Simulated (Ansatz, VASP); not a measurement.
# Two plane-wave programs on InP

```
In P
1.0
     3.85329    0.00000    0.00000
    -1.92664    3.33704    0.00000
     0.00000    0.00000    6.55344
In P
2 2
Cartesian
  0.0000 0.0000 0.0000
  0.0000 0.0000 3.2767
  0.0000 2.2247 1.6384
  1.9266 1.1123 4.9151
```

Alike in both runs: task single point; functional PBE; k mesh 6 × 6 × 4; occupations fermi-dirac, width 0.02 eV; no spin polarisation.

|  | VASP | Ansatz |
| --- | --- | --- |
| version | VASP 6.6.1 | Ansatz 0.2.0 |
| potentials or method | VASP PAW PBE potentials, release 64 (In_d, P) | plane waves |
| plane-wave cutoff (eV) | 520 | 420 |
| valence electrons in the cell | 36 | 36 |

Ansatz gave:

```
pressure (GPa)                                  : 1.9
largest component of the traceless stress (GPa) : 0.20
```

Task: What did VASP give for the same quantities?

Result: Pressure (GPa): 1.8; largest component of the traceless stress (GPa): 0.20.
